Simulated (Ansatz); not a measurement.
# Co: density of states with PBEsol

The system is Co.

```
Co
1.0
     2.47056    0.00000    0.00000
    -1.23528    2.13957    0.00000
     0.00000    0.00000    8.08823
Co
4
Cartesian
  1.2353 0.7132 6.0662
  0.0000 0.0000 4.0441
  0.0000 1.4264 2.0221
  0.0000 0.0000 0.0000
```

| Item | Value |
| --- | --- |
| Program | Ansatz 0.2.0 |
| Task | density of states |
| Functional | PBEsol |
| Potentials or basis | all-electron LAPW, scalar-relativistic |
| Cutoff | 290 eV (chosen from the basis error) |
| Basis error allowed | 0.002 eV/atom |
| k mesh | 12 × 12 × 4 |
| Occupations | fermi-dirac, width 0.05 eV |
| Spin | collinear spin, ferromagnetic start |
| Starting moments | [2.0, 2.0, 2.0, 2.0] μB |

| Property | Result |
| --- | --- |
| Pressure | -5.8 GPa |
| Band gap on the k mesh | none (metal or under the smearing width) |
| Net moment | 6.59 μB per cell |
| Absolute moment | 7.13 μB per cell |
| Site moments | Co +1.70, +1.69 μB |

Stress tensor (GPa, compression positive):
```
-4.48  0.00  0.00
 0.00 -4.48  0.00
 0.00  0.00 -8.45
```

Levels at points of the mesh, in eV from the Fermi level:
Spin up:
| k point | band 35 | band 36 | band 37 | band 38 | band 39 | band 40 | band 41 | band 42 |
| --- | --- | --- | --- | --- | --- | --- | --- | --- |
| (0.00, 0.00, 0.00) | -1.49 | -1.17 | -1.17 | -0.77 | -0.77 | -0.45 | 6.17 | 14.65 |
| (0.00, 0.00, -0.50) | -1.65 | -1.65 | -0.95 | -0.95 | -0.95 | -0.95 | 9.14 | 9.14 |
| (0.00, -0.50, 0.00) | -0.52 | -0.50 | 0.14 | 1.24 | 2.43 | 3.03 | 6.96 | 6.99 |
| (0.00, -0.50, -0.50) | -0.54 | -0.54 | 1.18 | 1.18 | 2.72 | 2.72 | 7.30 | 7.30 |
Spin down:
```csv
k point,band 26,band 27,band 28,band 29,band 30,band 31,band 32,band 33,band 34,band 35
"(0.00, 0.00, 0.00)",-1.13,-1.13,-0.85,-0.85,-0.80,-0.80,-0.42,0.07,0.07,0.43
"(0.00, 0.00, -0.50)",-1.05,-1.05,-1.05,-0.94,-0.94,-0.94,-0.94,0.25,0.25,0.25
"(0.00, -0.50, 0.00)",-1.15,-0.82,-0.08,-0.05,0.46,1.24,1.26,1.26,1.30,1.36
"(0.00, -0.50, -0.50)",-0.89,-0.85,-0.85,-0.25,-0.25,0.85,0.85,1.26,1.26,1.37
```

States per cell in windows of 1 eV (zero at the Fermi level; states under -8 eV left out):
```
from (eV)    up  down
     -8.0  0.20  0.18
     -7.0  0.33  0.27
     -6.0  1.08  0.42
     -5.0  3.12  0.99
     -4.0  3.39  2.10
     -3.0  5.29  2.87
     -2.0  4.15  3.63
     -1.0  3.52  3.99
      0.0  0.62  3.77
      1.0  0.55  3.22
      2.0  0.49  0.73
      3.0  0.45  0.59
      4.0  0.38  0.50
      5.0  0.28  0.38
```

Run time: 15 s on 4 threads of Intel(R) Xeon(R) 6975P-C (Granite Rapids), on a shared host, peak memory 0.86 GiB.

Caveat: the density of states is complete only up to the lowest level of the last band computed.
